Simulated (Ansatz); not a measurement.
The system is Hf.

```
Hf
1.0
     3.19670    0.00000    0.00000
    -1.59835    2.76842    0.00000
     0.00000    0.00000    5.05780
Hf
2
Direct
  0.66667 0.33333 0.75000
  0.33333 0.66667 0.25000
```

| Quantity | Value |
| --- | --- |
| Program | Ansatz 0.2.0 |
| Task | relaxation of cell and atoms |
| Functional | LDA |
| Potentials or basis | all-electron LAPW, scalar-relativistic |
| Basis error allowed | 0.001 eV/atom |
| k mesh | 10 × 10 × 5 |
| Occupations | fermi-dirac, width 0.05 eV |
| Spin | no spin polarisation |

At the start: volume 22.38 Å³/atom.

**Question.** Where does the relaxation end?

**Answer.** Over 6 steps the energy falls by 40.6 meV/atom and the volume is 20.80 Å³/atom (-7.1 %); space group P6_3/mmc (No. 194, to 0.05 Å).

The path:
```csv
step,energy change (eV),largest force (eV/Å),volume (Å³)
1,0.0000,0.0000,44.76
2,-0.0024,0.0000,38.82
3,-0.0804,0.0000,41.88
4,-0.0811,0.0000,41.62
5,-0.0812,0.0000,41.60
6,-0.0812,0.0000,41.60
```

Final structure:
```yaml
crystal:
  lattice:
    - [3.12002, 0.00000, 0.00000]
    - [-1.56001, 2.70202, 0.00000]
    - [0.00000, 0.00000, 4.93447]
  atoms:
    - { symbol: Hf, position: [0.66667, 0.33333, 0.75000] }
    - { symbol: Hf, position: [0.33333, 0.66667, 0.25000] }
```
